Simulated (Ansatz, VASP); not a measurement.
# BiTe in VASP and in Ansatz

File INCAR:

```
SYSTEM = BiTe
PREC = Accurate
ENCUT = 520
EDIFF = 1E-6
ISMEAR = -1
SIGMA = 0.05
LREAL = .False.
LASPH = .True.
NELM = 60
ALGO = Normal
ISIF = 2
LWAVE = .False.
LCHARG = .False.
GGA = PE
NBANDS = 18
```

Contents of KPOINTS:

```
Automatic mesh
0
Gamma
  7 7 7
  0 0 0
```

Contents of POSCAR:

```
BiTe
1.0
    2.4545891627      1.4171577139      3.3609455389
   -2.4545891627      1.4171577139      3.3609455389
    0.0000000000     -2.8343154277      3.3609455389
Bi Te
1 1
Direct
    0.5000000000      0.5000000000      0.5000000000
    0.0000000000      0.0000000000      0.0000000000
```

File input.yaml:

```yaml
crystal:
  lattice:
    - [2.4545891627, 1.4171577139, 3.3609455389]
    - [-2.4545891627, 1.4171577139, 3.3609455389]
    - [0.0, -2.8343154277, 3.3609455389]
  atoms:
    - { symbol: Bi, position: [0.5, 0.5, 0.5] }
    - { symbol: Te, position: [0.0, 0.0, 0.0] }
hamiltonian:
  xc: pbe
  pseudopotentials: { kind: paw }
kpoints:
  mp_grid: { grid: [7, 7, 7] }
scf:
  occupations: { method: fermi_dirac, width: 0.05 }
output:
  forces: true
  stress: true
  eigenvalues: true
  write_density: true
  write_potential: true
  elf: true
  volumetric_format: npy
```

The cell comes from a database or a generator and needn't be the stable form of this composition.

Alike in both runs: task single point; functional PBE; k mesh 7 × 7 × 7; occupations fermi-dirac, width 0.05 eV; no spin polarisation.

|  | VASP | Ansatz |
| --- | --- | --- |
| version | VASP 6.6.1 | Ansatz 0.2.0 |
| potentials or method | VASP PAW PBE potentials, release 64 (Bi_d, Te) | Ansatz PAW |
| plane-wave cutoff (eV) | 520 | 420 |
| valence electrons in the cell | 21 | 31 |

VASP gave:

| Property | Result |
| --- | --- |
| gap on the k mesh at the Fermi level (eV) | none |
| pressure (GPa) | -1.7 |
| largest component of the traceless stress (GPa) | 0.30 |

Q: Which values does Ansatz return?

A: gap on the k mesh at the Fermi level (eV): none; pressure (GPa): -1.6; largest component of the traceless stress (GPa): 0.30.

A gap of «none» marks a metal or a gap that the smearing closes. The two sets of potentials don't hold the same shells in valence.

Caveats: spin-orbit coupling is left out, which moves the levels of the heavy elements.
